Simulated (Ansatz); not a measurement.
# PbSe (Clausthalite): the cost of one run

Computed with Ansatz 0.2.0 (DFT PBE+D3(BJ), scalar-relativistic, plane waves, PAW, unless a step's input says otherwise).

## Step 1: Starting point

Symmetry: Fm-3m, No. 225, cubic system. The conventional cell has a = 6.134 Å, b = 6.134 Å, c = 6.134 Å, α = 90.00°, β = 90.00°, γ = 90.00°. Around Pb (site symmetry m-3m) lie 6 Se at 3.07 Å. Se (site symmetry m-3m) has 6 Pb at 3.07 Å as nearest neighbours.

Structure file:

```cif
data_structure
_symmetry_space_group_name_H-M 'P 1'
_symmetry_Int_Tables_number 1
_cell_length_a 4.3375
_cell_length_b 4.3375
_cell_length_c 4.3375
_cell_angle_alpha 60.000
_cell_angle_beta 60.000
_cell_angle_gamma 60.000
_cell_volume 57.71
loop_
_atom_site_label
_atom_site_type_symbol
_atom_site_fract_x
_atom_site_fract_y
_atom_site_fract_z
_atom_site_occupancy
Pb1 Pb 0.00000 0.00000 0.00000 1
Se1 Se 0.50000 0.50000 0.50000 1
```

This cell was relaxed beforehand with the same method: volume 28.85 Å³/atom, gap on the mesh 0.31 eV.

## Step 2: Point at V/V0 = 0.97

input.yaml reads:

```yaml
crystal:
  lattice:
    - [0.0, 3.0361180358, 3.0361180358]
    - [3.0361180358, 0.0, 3.0361180358]
    - [3.0361180358, 3.0361180358, 0.0]
  atoms:
    - { symbol: Pb, position: [0.0, 0.0, 0.0] }
    - { symbol: Se, position: [0.5, 0.5, 0.5] }
basis:
  ecutwfc: 420
kpoints:
  mp_grid: { grid: [10, 10, 10] }
hamiltonian:
  xc: pbe
  dispersion: d3bj
scf:
  occupations: { method: gaussian, width: 0.01 }
output:
  forces: true
  stress: true
  eigenvalues: true
```

Command:

```
> ansatz run input.yaml --threads 1 --pin off --max-ram 2560MiB --backend cpu --events-out ev --progress --plain --runs-dir out
```

Q: Estimate wall time and peak memory on 1 thread of Arm Neoverse V2, shared host.

About 2.2 s, with a peak of 0.34 GiB.
